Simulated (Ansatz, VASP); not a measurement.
**MgO: VASP beside Ansatz**

The input INCAR:

```
SYSTEM = MgO
PREC = Accurate
ENCUT = 520
EDIFF = 1E-6
ISMEAR = 0
SIGMA = 0.05
LREAL = .FALSE.
LASPH = .TRUE.
NELM = 100
ALGO = Fast
ISIF = 2
LWAVE = .FALSE.
LCHARG = .FALSE.
GGA = PE
NBANDS = 16
```

The input KPOINTS:

```
regular mesh
0
G
  9 9 6
  0 0 0
```

The input POSCAR:

```
MgO
1.0
    3.3077869865      0.0000000000      0.0000000000
   -1.6538934933      2.8646275606      0.0000000000
    0.0000000000      0.0000000000      4.9828816700
Mg O
2 2
Direct
    0.3333333333      0.6666666667      0.0021597400
    0.6666666667      0.3333333333      0.5021597400
    0.2920360730      0.6364349739      0.3850602486
    0.6253694063      0.3031016405      0.8850602486
```

Input for Ansatz:

```yaml
crystal:
  lattice:
    - [3.3077869865, 0.0, 0.0]
    - [-1.6538934933, 2.8646275606, 0.0]
    - [0.0, 0.0, 4.98288167]
  atoms:
    - { symbol: Mg, position: [0.3333333333, 0.6666666667, 0.00215974] }
    - { symbol: Mg, position: [0.6666666667, 0.3333333333, 0.50215974] }
    - { symbol: O, position: [0.292036073, 0.6364349739, 0.3850602486] }
    - { symbol: O, position: [0.6253694063, 0.3031016405, 0.8850602486] }
basis:
  ecutwfc: 420
kpoints:
  mp_grid: { grid: [9, 9, 6] }
hamiltonian:
  xc: pbe
scf:
  occupations: { method: gaussian, width: 0.05 }
output:
  forces: true
  stress: true
  eigenvalues: true
```

Change from the starting cell: all O atoms moved -0.150 Å, as atom 3 along Cartesian [1 1 1].

Alike in both runs: task single point; functional PBE; k mesh 9 × 9 × 6; occupations gaussian, width 0.05 eV; no spin polarisation.

|  | VASP | Ansatz |
| --- | --- | --- |
| version | VASP 6.6.1 | Ansatz 0.2.0 |
| potentials or method | VASP PAW PBE potentials, release 64 (Mg, O) | scalar-relativistic, plane waves, PAW |
| plane-wave cutoff (eV) | 520 | 420 |
| valence electrons in the cell | 16 | 32 |

VASP gave:

| Property | Result |
| --- | --- |
| gap on the k mesh at the Fermi level (eV) | 3.55 |
| least direct gap on the mesh (eV) | 3.55 |
| pressure (GPa) | 5.3 |
| largest component of the traceless stress (GPa) | 6.24 |
| rms of the force components (eV/Å) | 0.710 |

Question: What did Ansatz give for the same quantities?

Answer: gap on the k mesh at the Fermi level (eV): 3.56; least direct gap on the mesh (eV): 3.56; pressure (GPa): 5.6; largest component of the traceless stress (GPa): 6.13; rms of the force components (eV/Å): 0.703.

Atom by atom the forces differ by 0.008 eV/Å (rms over components). With one functional, cell and mesh, what is left measures potentials, basis and numerics. The two sets of potentials don't hold the same shells in valence.

Caveats: an odd mesh through Γ misses points on the zone boundary, where band edges often lie; forces of over 1 eV/Å show positions far from the minimum, so gaps and moduli don't describe the material at rest.
